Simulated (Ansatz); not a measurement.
CdS: pressure against volume per atom

Periodic Kohn-Sham DFT of a crystal at fixed atoms; pressure and stress are positive in compression; the energy is the free energy less that of spherical unpolarised free atoms; site moments are those in the method's own spheres, positive along +z. The results are calculated, by Ansatz 0.2.0.

Cell of the first row (space group P6_3mc, No. 186):
```
CELL_PARAMETERS angstrom
4.05040 0.00000 0.00000
-2.02520 3.50770 0.00000
0.00000 0.00000 6.61120
ATOMIC_POSITIONS crystal
Cd 0.33333 0.66667 0.00000
Cd 0.66667 0.33333 0.50000
S 0.33333 0.66667 0.38500
S 0.66667 0.33333 0.88500
```

Settings of every row: method frozen-core PAW; functional PBE; relativity scalar; k mesh 7x7x4; filling fermi-dirac; smearing width 0.01 eV; wave cutoff 420 eV; paw set soft_2.

Atom start moment: 0 on all atoms.

| row | volume per atom (Å³) | pressure (GPa) |
| --- | --- | --- |
| 1 | 23.483 | 7.087 |
| 2 | 23.982 | 5.4 |
| 3 | 24.482 | 3.886 |
| 4 | 24.732 | 3.188 |
| 5 | 24.982 | 2.527 |
| 6 | 25.231 | 1.899 |
| 7 | 25.481 | 1.305 |
| 8 | 25.981 | ? |
| 9 | 26.48 | -0.779 |

Question: what pressure should row 8 give?

Worked fit of pressure. Take u = (V_r/V)^(2/3) − 1 with V_r = 24.857 Å³ an atom, which is twice the finite (Eulerian) strain; such expansions in the strain, on which the Birch-Murnaghan equation of state is built, carry the rest volume and the bulk modulus. The shown rows have u = 0.03864, 0.02418, 0.01019, 0.00337, -0.00334, -0.00991, -0.01639, -0.04129. Least squares give pressure = 2.8518 + 98.707 × u + 271.67 × u² + 263 × u³ GPa; a parabola predicts inner rows, each left out in turn, worse (root mean square 0.0042 against 0.0016 GPa). The rows lie off it by 0.000, -0.001, 0.000, 0.000, 0.002, -0.001, -0.001, 0.000. The pressure vanishes at u = -0.0315, or V = 26.08 Å³ an atom, and there the bulk modulus at fixed shape and fractions is B = −V dP/dV = (2/3)(1 + u) dP/du = 53.2 GPa. Letting shape and atoms relax would as a rule lower it, by much in layered, chain or molecular crystals. The withheld row has u = -0.02905, so the fit gives 2.8518 + 98.707 × (-0.02905) + 271.67 × (-0.02905)² + 263 × (-0.02905)³ = 0.207 GPa.

The calculation gave 0.207 GPa. The fit meets it to the printed digit.
